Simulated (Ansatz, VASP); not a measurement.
## One calculation of Si, two programs

```
Si
1.0
     0.00000    1.82686    1.82686
     1.82686    0.00000    1.82686
     1.82686    1.82686    0.00000
Si
1
Direct
  0.00000 0.00000 0.00000
```

Alike in both runs: task single point; functional r2SCAN; k mesh 18 × 18 × 18; occupations gaussian, width 0.1 eV; no spin polarisation.

```csv
,VASP,Ansatz
version,VASP 6.6.1,Ansatz 0.2.0
potentials or method,"VASP PAW PBE potentials, release 64 (Si)","scalar-relativistic, plane waves, PAW"
plane-wave cutoff (eV),520,500
valence electrons in the cell,4,4
```

```csv
,VASP,Ansatz,Ansatz less VASP
gap on the k mesh at the Fermi level (eV),none,none,-
pressure (GPa),14.0,13.9,-0.06
```

A gap of «none» marks a metal or a gap that the smearing closes.

Caveats: the PAW data sets were made with another functional, which shifts forces and pressure a little (VASP).
